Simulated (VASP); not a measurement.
Input for VASP

**INCAR**
```
SYSTEM = ZrO2
PREC = Accurate
ENCUT = 520
EDIFF = 1E-6
NELM = 100
ALGO = Normal
LREAL = .FALSE.
LASPH = .TRUE.
ISMEAR = 0
SIGMA = 0.05
GGA = PE
LMAXMIX = 4
LWAVE = .FALSE.
LCHARG = .FALSE.
ISIF = 2
```

### KPOINTS
```
Automatic mesh
0
Monkhorst-Pack
6 5 3
0 0 0
```

### POSCAR
```
ZrO2
1
    0.0000000000     2.5959000000     2.5959000000
    2.5959000000     0.0000000000     2.5959000000
    2.5959000000     2.5959000000     0.0000000000
Zr O
1 2
Direct
  0.0000000000   0.0000000000   0.0000000000
  0.2500000000   0.2500000000   0.2500000000
  0.7500000000   0.7500000000   0.7500000000
```

POTCAR, in this order: Zr_sv O (PBE.64 set). Program: vasp_std.

The resulting files:

standard output:
```
 POSCAR found type information on POSCAR ZrO
 POSCAR found :  2 types and       3 ions
 Reading from existing POTCAR
 Reading from existing POTCAR
 LDA part: xc-table for (Slater+PW92), standard interpolation

 -----------------------------------------------------------------------------
|                                                                             |
|           W    W    AA    RRRRR   N    N  II  N    N   GGGG   !!!           |
|           W    W   A  A   R    R  NN   N  II  NN   N  G    G  !!!           |
|           W    W  A    A  R    R  N N  N  II  N N  N  G       !!!           |
|           W WW W  AAAAAA  RRRRR   N  N N  II  N  N N  G  GGG   !            |
|           WW  WW  A    A  R   R   N   NN  II  N   NN  G    G                |
|           W    W  A    A  R    R  N    N  II  N    N   GGGG   !!!           |
|                                                                             |
|     Your reciprocal lattice and k-lattice belong to different lattice       |
|     classes:                                                                |
|                                                                             |
|        The reciprocal lattice is body-centered cubic,                       |
|        whereas your k-lattice is triclinic.                                 |
|                                                                             |
|     Results are often still useful ...                                      |
|                                                                             |
 -----------------------------------------------------------------------------

 POSCAR, INCAR and KPOINTS ok, starting setup
 WAVECAR not read
 entering main loop
       N       E                     dE             d eps       ncg     rms          rms(c)
DAV:   1     0.189565568705E+03    0.18957E+03   -0.14318E+04  1440   0.152E+03
DAV:   2    -0.270975810159E+02   -0.21666E+03   -0.21279E+03  1864   0.378E+02
DAV:   3    -0.348281185407E+02   -0.77305E+01   -0.77235E+01  2048   0.744E+01
DAV:   4    -0.350258398081E+02   -0.19772E+00   -0.19769E+00  2064   0.924E+00
DAV:   5    -0.350300307616E+02   -0.41910E-02   -0.41909E-02  1888   0.110E+00    0.222E+01
DAV:   6    -0.286493538306E+02    0.63807E+01   -0.38445E+01  1680   0.462E+01    0.869E+00
DAV:   7    -0.285607815135E+02    0.88572E-01   -0.15699E+00  1968   0.103E+01    0.539E+00
DAV:   8    -0.285237762928E+02    0.37005E-01   -0.20586E-01  1952   0.462E+00    0.505E-01
DAV:   9    -0.285251756109E+02   -0.13993E-02   -0.13654E-02  2016   0.918E-01    0.349E-01
DAV:  10    -0.285265743564E+02   -0.13987E-02   -0.40031E-03  1704   0.681E-01    0.125E-01
DAV:  11    -0.285266327039E+02   -0.58348E-04   -0.13272E-03  1928   0.309E-01    0.128E-01
DAV:  12    -0.285265749032E+02    0.57801E-04   -0.34766E-04  1600   0.145E-01    0.352E-03
DAV:  13    -0.285265763001E+02   -0.13969E-05   -0.70094E-06  1696   0.225E-02    0.558E-03
DAV:  14    -0.285265769885E+02   -0.68844E-06   -0.19469E-06  1440   0.115E-02
   1 F= -.28526577E+02 E0= -.28526577E+02  d E =-.953110E-12
```

**OUTCAR**
```
------------------------ aborting loop because EDIFF is reached ----------------------------------------
  FORCE on cell =-STRESS in cart. coord.  units (eV):
  Direction    XX          YY          ZZ          XY          YZ          ZX
  --------------------------------------------------------------------------------------
  Total       -2.0283131     -2.0283131     -2.0283131      0.0000000      0.0000000      0.0000000
  in kB      -92.8863091    -92.8863091    -92.8863091      0.0000000      0.0000000      0.0000000
  external PRESSURE =     -92.8863091 kB  Pullay stress =       0.0000000 kB
  volume of cell :       34.99
      direct lattice vectors                 reciprocal lattice vectors
     0.000000000  2.595900000  2.595900000    -0.192611426  0.192611426  0.192611426
     2.595900000  0.000000000  2.595900000     0.192611426 -0.192611426  0.192611426
     2.595900000  2.595900000  0.000000000     0.192611426  0.192611426 -0.192611426
 POSITION                                       TOTAL-FORCE (eV/Angst)
 -----------------------------------------------------------------------------------
      0.00000      0.00000      0.00000         0.000000      0.000000      0.000000
      1.29795      1.29795      1.29795        -0.000000     -0.000000     -0.000000
      3.89385      3.89385      3.89385         0.000000      0.000000      0.000000
 -----------------------------------------------------------------------------------
    total drift:                                0.000000      0.000000      0.000000
  FREE ENERGIE OF THE ION-ELECTRON SYSTEM (eV)
  ---------------------------------------------------
  free  energy   TOTEN  =       -28.5265769885 eV

  energy  without entropy=      -28.5265769885  energy(sigma->0) =      -28.52657699
```
(Selected blocks of OUTCAR.)

Read input and log: which fault does this run have?
A. the lattice vectors carry noise near SYMPREC
B. LEPSILON was set for a metal
C. EDIFF is too loose for the force threshold
D. the mesh has unequal divisions along equivalent axes and breaks the lattice's symmetry

D, the mesh has unequal divisions along equivalent axes and breaks the lattice's symmetry. The run ends without an error. Against the sound run, the energy per atom (σ→0) is nearly the same; the pressure drops by 0.01 GPa; the band gap rises by 0.28 eV.

To mend it, correct KPOINTS.
File KPOINTS:
```
Automatic mesh
0
Gamma
6 6 6
0 0 0
```
The mended run (PBE GGA, plane waves, VASP's PBE PAW potentials (set 64)) converges, and its OSZICAR ends with
```
   1 F= -.28526477E+02 E0= -.28526477E+02  d E =-.377416E-14
```

The compound is ZrO2 in the fluorite structure, the high-temperature cubic form, which is unstable at 0 K; the monoclinic form is the stable one. The cell was not relaxed at this level.
